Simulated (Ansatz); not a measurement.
# Relaxing boron (fcc)

Level of theory: DFT, PBE, plane waves (420 eV) with PAW, scalar-relativistic (Ansatz 0.2.0).

k-point mesh 18×18×18, Fermi-Dirac smearing 0.1 eV, no spin polarisation. Cell and atoms relax.

Starting structure:

```
CELL_PARAMETERS angstrom
0.00000 1.48534 1.48534
1.48534 0.00000 1.48534
1.48534 1.48534 0.00000
ATOMIC_POSITIONS crystal
B 0.00000 0.00000 0.00000
```

Task: What cell does the relaxation end in?

Result: Fm-3m with a = 2.866 Å; 5.89 Å³ per atom against 6.55 at the start (-10.2 %).

Task: How much energy does the relaxation gain?

Result: 53.8 meV per atom.
